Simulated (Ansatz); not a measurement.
CdO (Monteponite):

```
CELL_PARAMETERS angstrom
0.00000 2.34950 2.34950
2.34950 0.00000 2.34950
2.34950 2.34950 0.00000
ATOMIC_POSITIONS crystal
Cd 0.00000 0.00000 0.00000
O 0.50000 0.50000 0.50000
```

Base run:

```yaml
Program: Ansatz 0.2.0
Functional: RPBE
Potentials_or_basis: all-electron LAPW, scalar-relativistic
Cutoff: 306 eV (chosen from the basis error)
Basis_error_allowed: 0.001 eV/atom
k_mesh: 10 × 10 × 10
Occupations: fermi-dirac, width 0.05 eV
Spin: no spin polarisation
```

Its results: pressure 10.6 GPa.

Q: The run is repeated on the same cell with these changes: functional from RPBE to revPBE. What comes out?

A: Pressure 9.4 GPa.
